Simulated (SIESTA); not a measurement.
Runs of SIESTA 5.4.2 on InPd. The structure is cubic, space group Pm-3m (No. 221). Conventional cell: a = 3.272 Å, b = 3.272 Å, c = 3.272 Å, α = 90.00°, β = 90.00°, γ = 90.00°. In (site symmetry m-3m) has 8 Pd at 2.83 Å as nearest neighbours. Pd (site symmetry m-3m) has 8 In at 2.83 Å as nearest neighbours. The cell comes from a database or a generator and needn't be the stable form of this composition.

```tsv
task	level	potentials or basis	cell	k mesh	optimiser	force tolerance	stress tolerance (GPa)	gap on the mesh (eV)	pressure (GPa)	V0 of scaled cells (Å³/atom)	B0 (GPa)
equation of state	LDA	PseudoDojo 0.4 standard (LDA files), DZP (energy shift 0.003 Ry; two zetas on semicore shells)	as given	8 × 8 × 8	-	-	-	-	-	16.66	160
relaxation of cell and atoms	PBEsol	PseudoDojo 0.4 standard (PBEsol files), DZP (energy shift 0.003 Ry; two zetas on semicore shells)	relaxed	6 × 6 × 6	Broyden	0.01 eV/Å	0.05	none	0.0	-	-
equation of state	PBEsol	PseudoDojo 0.4 standard (PBEsol files), DZP (energy shift 0.003 Ry; two zetas on semicore shells)	as given	8 × 8 × 8	-	-	-	-	-	17.20	(b)
equation of state	PBE	PseudoDojo 0.4 standard (PBE files), DZP (energy shift 0.003 Ry; two zetas on semicore shells)	as given	8 × 8 × 8	-	-	-	-	-	18.07	120
band structure	PBE	PseudoDojo 0.4 standard (PBE files), DZP (energy shift 0.003 Ry; two zetas on semicore shells)	as given	8 × 8 × 8	-	-	-	none	(a)	-	-
```

Alike in all rows: no spin polarisation; smearing fermi-dirac 0.05 eV; grid cutoff 800 Ry; energy shift 0.003 Ry.

Estimate the missing entries.

(a) 4.1; (b) 145.

Caveats: the basis of atomic orbitals isn't converged, which shifts pressures, moduli and gaps.

A k mesh can miss the band edges, and the runs leave out spin-orbit coupling on In, Pd.

A gap of «none» marks a metal or a gap under the smearing width.

Not every run made on this cell is shown here.
